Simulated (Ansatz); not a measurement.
## Li (Im-3m)

All numbers below come from Ansatz 0.2.0, DFT r2SCAN, scalar-relativistic, plane waves, PAW.

Settings: cutoff 500 eV, Γ-centred mesh 16×16×16 on the computed 1-atom cell, Gaussian smearing of 0.10 eV; no spin polarisation.

The structure is relaxed at this level of theory with its symmetry kept.

Symmetry: Im-3m, No. 229, cubic system. The conventional cell has a = 3.477 Å, b = 3.477 Å, c = 3.477 Å, α = 90.00°, β = 90.00°, γ = 90.00°. Li (site symmetry m-3m) is surrounded by 8 Li at 3.01 Å.

| Quantity | Value |
| --- | --- |
| Volume per atom | 21.01 Å³ |
| Formation energy from the elements' standard states (uncorrected) | 0.000 eV/atom |
| Generalised Kohn–Sham band gap | none (metal) |
| Density of states at the Fermi level | 0.43 states/eV per cell |
| Bulk modulus | 13.1 GPa |
| Its pressure derivative | 3.3 |

Cost: 6 runs of about 1.6 core-minutes in all, on Arm Neoverse V2 (shared hosts).